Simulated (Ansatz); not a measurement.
SiC (P6_3mc), comparing deformations

These are results of Ansatz 0.2.0, DFT PBE, scalar-relativistic, plane waves, PAW, not measurements. Settings: plane waves to 420 eV, k-mesh 12×12×6 (Γ-centred), Gaussian smearing 0.05 eV. No spin polarisation. Energies are free energies at this smearing, counted from the undisturbed cell; pressure is positive in compression.

Reference structure (relaxed at this level):

```
Si C
1.0
     3.09199    0.00000    0.00000
    -1.54599    2.67774    0.00000
     0.00000    0.00000    5.07376
Si C
2 2
Cartesian
  0.0000 1.7852 0.0232
  1.5460 0.8926 2.5600
  0.0000 1.7852 1.9302
  1.5460 0.8926 4.4671
```

The cell is strained by ε times a Voigt pattern (xx, yy, zz, yz, xz, xy; engineering shear) with fractional coordinates fixed. τ = (1/V0) dE/dε comes from the stress tensor. Of each scan, only the three points used here are listed.

```
           pattern        ε  τ (GPa)
(1, 1, 0, 0, 0, 0)  -0.0150   -19.57
(1, 1, 0, 0, 0, 0)   0.0000     0.00
(1, 1, 0, 0, 0, 0)   0.0150    17.30
(0, 0, 0, 0, 1, 0)  -0.0050    -0.82
(0, 0, 0, 0, 1, 0)   0.0000     0.00
(0, 0, 0, 0, 1, 0)   0.0025     0.41
```

**Question.** Which constants do the scans give, and which deformation costs least for the same size of strain tensor?

**Answer.** The slope dτ/dε at zero (parabola through three points) is pᵀCp: (1, 1, 0, 0, 0, 0) gives C11 + C22 + 2 C12 = 1229 GPa; (0, 0, 0, 0, 1, 0) gives C55 = 163 GPa. The size of the strain tensor, ε:ε, is ε² times 2.0, 0.5. Per unit of it the stiffnesses are 614, 326 GPa, so (0, 0, 0, 0, 1, 0) is the softest of these: at ε:ε = (1 %)² the quadratic term costs 1.07 meV/atom against 2.01 for the stiffest. These are clamped-ion values.

Forces appear on the atoms along this scan, and letting them relax would lower the energy and soften the response.

Cost: 18 runs of about 2.4 core-minutes in all, on Intel Xeon Platinum 8259CL (Skylake/Cascade Lake) (shared hosts).